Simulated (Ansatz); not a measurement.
# Silicon, dhcp under LDA: from relaxation to bulk modulus, part 2 of 2

The plan for silicon in the dhcp structure: relax it, solve it on a dense k-mesh, then scale the cell to 7 volumes from 88 to 112 % of the relaxed one and try a fit of the equation of state. Spin polarisation is left out. The k-meshes are 13×13×4 for the relaxation; 18×18×5 for the dense run; 15×15×4 for the volumes.

Ansatz 0.2.0; DFT, LDA (PW92), plane waves (420 eV) with PAW, scalar-relativistic. Earlier steps stand in the parts before.

## Step 6: Volume × 0.96

input.yaml reads:

```yaml
crystal:
  lattice:
    - [2.6473966641, 0.0, 0.0]
    - [-1.323698332, 2.292712765, 0.0]
    - [0.0, 0.0, 8.783867631]
  atoms:
    - { symbol: Si, position: [0.0, 0.0, 1.0] }
    - { symbol: Si, position: [1.0, 0.0, 0.5] }
    - { symbol: Si, position: [0.3333333333, 0.6666666667, 0.25] }
    - { symbol: Si, position: [0.6666666667, 0.3333333333, 0.75] }
hamiltonian:
  xc: lda
  pseudopotentials:
    kind: paw
    azcp:
      Si: "pseudopotentials/Si.paw.azcp"
basis:
  ecutwfc: 420
  fft_grid_basis: typed
kpoints:
  mp_grid: { grid: [15, 15, 4], shift: [0, 0, 0] }
magnetization:
  spin_polarized: false
scf:
  occupations: { method: fermi_dirac, width: 0.1 }
  lower_state_search: "off"
output:
  stress: true
  write_density: true
  write_potential: true
  elf: true
  volumetric_format: npy
```

The log of the run (excerpt; [...] marks lines left out):

```text
Warning: <dir> the record states the generating functional pbe (its physics header spells it `PBE`), which answers neither for hamiltonian.xc's functional nor for the lda family's — results may be inconsistent (PPs are generated against a specific XC)
Warning: RAYON_NUM_THREADS=2 ignored (pool sized by the plan → 2); use --threads N
[...]
Pseudopotentials: kind: paw
Pseudopotential: Si, paw, valence charge 4, recommended cutoff 420 eV (normal), <dir>
Functional definition: SPW92
[...]
Crystal: 4 atoms, lattice volume = 53.316 Å³
Basis set: ecut = 420 eV, 1067 PW (Γ)
Bands: 12, of which v1, the nominal top of the filled ones, is band 8 counted from 1 (7 counted from 0)
Symmetry: 24 space group operations
Space group: P63/mmc (ITA 194), of the structure as read, at distance tolerance 3.8e-5 Å
k-points: 81 of 900
[...]
SCF iter   1: F=—  HF=-2432.839314 eV  |F-HF|=—  |Δ(HF+E_count)|=         —  Δρ=4.27e-3  dr2=6.84e-3  ethr=1.77e-3  ⟨swp⟩=6.2  Hψ=14793  notcnv=0  defer=3
[...]
SCF iter   6: F=-2432.837006 eV  HF=-2432.837006 eV  |F-HF|=1.09e-11  |Δ(HF+E_count)|=   4.54e-9  Δρ=7.61e-7  dr2=1.75e-10  ethr=1.26e-10  ⟨swp⟩=7.3  Hψ=7162  notcnv=0
[...]
SCF converged after 6 iterations
Free energy (F): -2432.837006 eV
[...]
E sigma→0 (E₀):  -2432.807766 eV
Entropy (-TS):   -0.058480 eV (-14.620 meV/atom)
Fermi energy:    11.671581 eV
[...]
--- Stress (GPa, compression-positive) ---
        3.026711       0.000000       0.000000
        0.000000       3.026711       0.000000
        0.000000       0.000000       5.913339
  P = ⅓ Tr σ = 3.9889 GPa (39.889 kbar)
--- Band table (eV; the first three rows and the last of 81) ---
  k-point 0: bands = ["-3.5009", "-1.6324", "-1.6293", "3.5995", "4.1714", "12.7135", "12.7139", "20.7719", "20.7719", "21.2867", "21.2867", "22.1468", "22.1468", "22.9773", "22.9773", "23.1861"]
[...]
```

Run time: 2.7 s. Hardware: 2 threads of Arm Neoverse V1, shared host; peak memory 0.34 GiB.

## Step 7: Volume × 1.0

input.yaml: that of step 6 with these lines changed.

```diff
@@ -2,5 +2,5 @@
   lattice:
-    - [2.6473966641, 0.0, 0.0]
-    - [-1.323698332, 2.292712765, 0.0]
-    - [0.0, 0.0, 8.783867631]
+    - [2.6836668789, 0.0, 0.0]
+    - [-1.3418334394, 2.3241236924, 0.0]
+    - [0.0, 0.0, 8.904209539]
   atoms:
```

The log of the run (excerpt; [...] marks lines left out):

```text
Warning: <dir> the record states the generating functional pbe (its physics header spells it `PBE`), which answers neither for hamiltonian.xc's functional nor for the lda family's — results may be inconsistent (PPs are generated against a specific XC)
Warning: RAYON_NUM_THREADS=2 ignored (pool sized by the plan → 2); use --threads N
[...]
Pseudopotentials: kind: paw
Pseudopotential: Si, paw, valence charge 4, recommended cutoff 420 eV (normal), <dir>
Functional definition: SPW92
[...]
Crystal: 4 atoms, lattice volume = 55.537 Å³
Basis set: ecut = 420 eV, 1091 PW (Γ)
Bands: 12, of which v1, the nominal top of the filled ones, is band 8 counted from 1 (7 counted from 0)
Symmetry: 24 space group operations
Space group: P63/mmc (ITA 194), of the structure as read, at distance tolerance 3.8e-5 Å
k-points: 81 of 900
[...]
SCF iter   1: F=—  HF=-2432.866262 eV  |F-HF|=—  |Δ(HF+E_count)|=         —  Δρ=4.44e-3  dr2=8.25e-3  ethr=1.77e-3  ⟨swp⟩=6.2  Hψ=14768  notcnv=0  defer=3
[...]
SCF iter   6: F=-2432.863109 eV  HF=-2432.863109 eV  |F-HF|=2.52e-10  |Δ(HF+E_count)|=   1.96e-9  Δρ=6.55e-7  dr2=3.65e-10  ethr=4.97e-11  ⟨swp⟩=7.3  Hψ=6992  notcnv=0
[...]
SCF converged after 6 iterations
Free energy (F): -2432.863109 eV
[...]
E sigma→0 (E₀):  -2432.832823 eV
Entropy (-TS):   -0.060571 eV (-15.143 meV/atom)
Fermi energy:    11.080018 eV
[...]
--- Stress (GPa, compression-positive) ---
       -0.923356      -0.000000       0.000000
       -0.000000      -0.923356       0.000000
        0.000000       0.000000       1.594103
  P = ⅓ Tr σ = -0.0842 GPa (-0.842 kbar)
--- Band table (eV; the first three rows and the last of 81) ---
  k-point 0: bands = ["-3.6958", "-1.8781", "-1.8758", "3.1399", "3.8601", "12.1065", "12.1072", "19.8409", "19.8409", "20.3830", "20.3830", "21.1280", "21.1280", "21.9980", "21.9980", "22.2483"]
[...]
```

Run time: 2.6 s. Hardware: 2 threads of Arm Neoverse V1, shared host; peak memory 0.34 GiB.

## Step 8: Volume × 1.04

input.yaml: that of step 7 with these lines changed.

```diff
@@ -2,5 +2,5 @@
   lattice:
-    - [2.6836668789, 0.0, 0.0]
-    - [-1.3418334394, 2.3241236924, 0.0]
-    - [0.0, 0.0, 8.904209539]
+    - [2.7189823351, 0.0, 0.0]
+    - [-1.3594911675, 2.3547077746, 0.0]
+    - [0.0, 0.0, 9.021383628]
   atoms:
@@ -28,5 +28 @@
   stress: true
-  write_density: true
-  write_potential: true
-  elf: true
-  volumetric_format: npy
```

The log of the run (excerpt; [...] marks lines left out):

```text
Warning: <dir> the record states the generating functional pbe (its physics header spells it `PBE`), which answers neither for hamiltonian.xc's functional nor for the lda family's — results may be inconsistent (PPs are generated against a specific XC)
Warning: RAYON_NUM_THREADS=2 ignored (pool sized by the plan → 2); use --threads N
[...]
Pseudopotentials: kind: paw
Pseudopotential: Si, paw, valence charge 4, recommended cutoff 420 eV (normal), <dir>
Functional definition: SPW92
[...]
Crystal: 4 atoms, lattice volume = 57.759 Å³
Basis set: ecut = 420 eV, 1153 PW (Γ)
Bands: 12, of which v1, the nominal top of the filled ones, is band 8 counted from 1 (7 counted from 0)
Symmetry: 24 space group operations
Space group: P63/mmc (ITA 194), of the structure as read, at distance tolerance 3.9e-5 Å
k-points: 81 of 900
[...]
SCF iter   1: F=—  HF=-2432.841976 eV  |F-HF|=—  |Δ(HF+E_count)|=         —  Δρ=4.54e-3  dr2=9.50e-3  ethr=1.77e-3  ⟨swp⟩=6.2  Hψ=14661  notcnv=0  defer=2
[...]
SCF iter   6: F=-2432.838107 eV  HF=-2432.838107 eV  |F-HF|=2.07e-10  |Δ(HF+E_count)|=   2.74e-9  Δρ=7.64e-7  dr2=3.68e-10  ethr=7.26e-11  ⟨swp⟩=2.0  Hψ=3698  notcnv=0
[...]
SCF converged after 6 iterations
Free energy (F): -2432.838107 eV
[...]
E sigma→0 (E₀):  -2432.806911 eV
Entropy (-TS):   -0.062392 eV (-15.598 meV/atom)
Fermi energy:    10.529151 eV
[...]
--- Stress (GPa, compression-positive) ---
       -4.125748      -0.000000      -0.000000
       -0.000000      -4.125748      -0.000000
       -0.000000      -0.000000      -1.979013
  P = ⅓ Tr σ = -3.4102 GPa (-34.102 kbar)
```

Run time: 2.1 s. Hardware: 2 threads of Arm Neoverse V1, shared host; peak memory 0.34 GiB.

## Step 9: Volume × 1.08

input.yaml: that of step 8 with these lines changed.

```diff
@@ -2,5 +2,5 @@
   lattice:
-    - [2.7189823351, 0.0, 0.0]
-    - [-1.3594911675, 2.3547077746, 0.0]
-    - [0.0, 0.0, 9.021383628]
+    - [2.7534034871, 0.0, 0.0]
+    - [-1.3767017435, 2.3845173667, 0.0]
+    - [0.0, 0.0, 9.1355904815]
   atoms:
```

The log of the run (excerpt; [...] marks lines left out):

```text
Warning: <dir> the record states the generating functional pbe (its physics header spells it `PBE`), which answers neither for hamiltonian.xc's functional nor for the lda family's — results may be inconsistent (PPs are generated against a specific XC)
Warning: RAYON_NUM_THREADS=2 ignored (pool sized by the plan → 2); use --threads N
[...]
Pseudopotentials: kind: paw
Pseudopotential: Si, paw, valence charge 4, recommended cutoff 420 eV (normal), <dir>
Functional definition: SPW92
[...]
Crystal: 4 atoms, lattice volume = 59.980 Å³
Basis set: ecut = 420 eV, 1177 PW (Γ)
Bands: 12, of which v1, the nominal top of the filled ones, is band 8 counted from 1 (7 counted from 0)
Symmetry: 24 space group operations
Space group: P63/mmc (ITA 194), of the structure as read, at distance tolerance 3.9e-5 Å
k-points: 81 of 900
[...]
SCF iter   1: F=—  HF=-2432.775758 eV  |F-HF|=—  |Δ(HF+E_count)|=         —  Δρ=4.57e-3  dr2=1.05e-2  ethr=1.77e-3  ⟨swp⟩=6.1  Hψ=14589  notcnv=0  defer=1
[...]
SCF iter   6: F=-2432.771435 eV  HF=-2432.771435 eV  |F-HF|=4.64e-11  |Δ(HF+E_count)|=   5.87e-9  Δρ=8.38e-7  dr2=2.45e-10  ethr=1.53e-10  ⟨swp⟩=2.0  Hψ=3836  notcnv=0
[...]
SCF converged after 6 iterations
Free energy (F): -2432.771435 eV
[...]
E sigma→0 (E₀):  -2432.739114 eV
Entropy (-TS):   -0.064642 eV (-16.160 meV/atom)
Fermi energy:    10.013837 eV
[...]
--- Stress (GPa, compression-positive) ---
       -6.735025       0.000000       0.000000
       -0.000000      -6.735025       0.000000
        0.000000       0.000000      -4.866059
  P = ⅓ Tr σ = -6.1120 GPa (-61.120 kbar)
```

Run time: 2.1 s. Hardware: 2 threads of Arm Neoverse V1, shared host; peak memory 0.34 GiB.

## Step 10: Volume × 1.12

input.yaml: that of step 9 with these lines changed.

```diff
@@ -2,5 +2,5 @@
   lattice:
-    - [2.7534034871, 0.0, 0.0]
-    - [-1.3767017435, 2.3845173667, 0.0]
-    - [0.0, 0.0, 9.1355904815]
+    - [2.786984888, 0.0, 0.0]
+    - [-1.393492444, 2.413599713, 0.0]
+    - [0.0, 0.0, 9.2470111026]
   atoms:
```

The log of the run (excerpt; [...] marks lines left out):

```text
Warning: <dir> the record states the generating functional pbe (its physics header spells it `PBE`), which answers neither for hamiltonian.xc's functional nor for the lda family's — results may be inconsistent (PPs are generated against a specific XC)
Warning: RAYON_NUM_THREADS=2 ignored (pool sized by the plan → 2); use --threads N
[...]
Pseudopotentials: kind: paw
Pseudopotential: Si, paw, valence charge 4, recommended cutoff 420 eV (normal), <dir>
Functional definition: SPW92
[...]
Crystal: 4 atoms, lattice volume = 62.202 Å³
Basis set: ecut = 420 eV, 1195 PW (Γ)
Bands: 12, of which v1, the nominal top of the filled ones, is band 8 counted from 1 (7 counted from 0)
Symmetry: 24 space group operations
Space group: P63/mmc (ITA 194), of the structure as read, at distance tolerance 4.0e-5 Å
k-points: 81 of 900
[...]
SCF iter   1: F=—  HF=-2432.675700 eV  |F-HF|=—  |Δ(HF+E_count)|=         —  Δρ=4.54e-3  dr2=1.12e-2  ethr=1.77e-3  ⟨swp⟩=6.0  Hψ=14504  notcnv=0
[...]
SCF iter   6: F=-2432.671065 eV  HF=-2432.671065 eV  |F-HF|=2.09e-11  |Δ(HF+E_count)|=   5.55e-9  Δρ=7.49e-7  dr2=1.82e-10  ethr=1.42e-10  ⟨swp⟩=2.0  Hψ=3846  notcnv=0
[...]
SCF converged after 6 iterations
Free energy (F): -2432.671065 eV
[...]
E sigma→0 (E₀):  -2432.637511 eV
Entropy (-TS):   -0.067110 eV (-16.777 meV/atom)
Fermi energy:    9.529862 eV
[...]
--- Stress (GPa, compression-positive) ---
       -8.856646       0.000000       0.000000
        0.000000      -8.856646       0.000000
        0.000000       0.000000      -7.150250
  P = ⅓ Tr σ = -8.2878 GPa (-82.878 kbar)
```

Run time: 2.4 s. Hardware: 2 threads of Arm Neoverse V1, shared host; peak memory 0.34 GiB.

## Step 11: Fitting the volumes

All volumes keep the relaxed shape and fractional coordinates.

| V (Å³/atom) | E − E₀ (meV/atom) | P from the stress (GPa) | P from the fit (GPa) |
| --- | --- | --- | --- |
| 12.218 | 69.8 | 15.34 | 15.21 |
| 12.774 | 28.2 | 9.04 | 8.96 |
| 13.329 | 6.3 | 3.99 | 3.92 |
| 13.884 | 0.0 | -0.08 | -0.17 |
| 14.440 | 6.5 | -3.41 | -3.49 |
| 14.995 | 23.5 | -6.11 | -6.19 |
| 15.550 | 48.9 | -8.29 | -8.38 |

A third-order Birch-Murnaghan fit gives V₀ = 13.859 Å³/atom, B₀ = 93 GPa and B₀′ = 4.2; it misses no point by more than 0.06 meV/atom.

The fit is made to E(σ → 0), while the stress belongs to the free energy F; that is one source of the offset between the two pressures.

## Step 12: Summary of results

This closing draws on all 2 parts.

| quantity | value |
| --- | --- |
| space group (spins left aside) | P6_3/mmc (No. 194) |
| conventional cell | a = 2.684 Å, c = 8.904 Å (c/a = 3.318) |
| volume | 13.884 Å³/atom |
| shortest distance | 2.684 Å |
| gap on the mesh | none (levels filled in part) |
| relative to diamond | +434 meV/atom |
| V₀, B₀, B₀′ | 13.859 Å³/atom, 93 GPa, 4.2 |

What this shows: From the guessed start the volume shrank by 7.5 % in 7 steps. It lies 434 meV/atom above the element's reference form at the same level (diamond, from a run of its own), so it is far from stable. No gap shows: it is a metal or semimetal at this level. B₀ comes out at 93 GPa; letting shape and positions relax at each volume could only lower it. The symmetry was held, so the structure may be unstable against distortions that break it.
